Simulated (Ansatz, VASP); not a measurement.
Two plane-wave programs on La

Contents of INCAR:

```
SYSTEM = La
  PREC = Accurate
  ENCUT = 520
  EDIFF = 1E-8
  ISMEAR = -1
  SIGMA = 0.03
  LREAL = .False.
  LASPH = .True.
  NELM = 100
  ALGO = Normal
  ISIF = 2
  LWAVE = .False.
  LCHARG = .False.
  LEFG = .True.
  NBANDS = 12
```

File KPOINTS:

```
Automatic mesh
0
Gamma
  11 11 11
  0 0 0
```

Contents of POSCAR:

```
La
1.0
   -2.1095767417      2.1095767417      2.1095767417
    2.1095767417     -2.1095767417      2.1095767417
    2.1095767417      2.1095767417     -2.1095767417
La
1
Direct
    0.0000000000      0.0000000000      0.0000000000
```

Input for Ansatz:

```yaml
crystal:
  lattice:
    - [-2.1095767417, 2.1095767417, 2.1095767417]
    - [2.1095767417, -2.1095767417, 2.1095767417]
    - [2.1095767417, 2.1095767417, -2.1095767417]
  atoms:
    - { symbol: La, position: [0.0, 0.0, 0.0] }
kpoints:
  mp_grid: { grid: [11, 11, 11] }
scf:
  occupations: { method: fermi_dirac, width: 0.03 }
hamiltonian:
  xc: lda
  pseudopotentials: { kind: paw }
output:
  forces: true
  stress: true
  eigenvalues: true
  efg: { contact_densities: true }
```

Change from the starting cell: volume scaled by 0.98, PAW files.

Alike in both runs: task electric field gradients; functional LDA; k mesh 11 × 11 × 11; occupations fermi-dirac, width 0.03 eV; no spin polarisation.

|  | VASP | Ansatz |
| --- | --- | --- |
| version | VASP 6.6.1 | Ansatz 0.2.0 |
| potentials or method | VASP PAW LDA potentials, release 64 (La) | PAW with Ansatz's default frozen-core files, scalar-relativistic |
| plane-wave cutoff (eV) | 520 | 420 |
| valence electrons in the cell | 11 | 11 |

|  | VASP | Ansatz | Ansatz less VASP |
| --- | --- | --- | --- |
| pressure (GPa) | -3.2 | -3.2 | +0.05 |
| Vzz of the field gradient on the site that differs most (V/Å²) | 0.0 | 0.0 | 0.00 |

Ansatz warned: «gradients_without_spin_orbit».

The runs have no spin-orbit coupling, so splittings on La are missing.
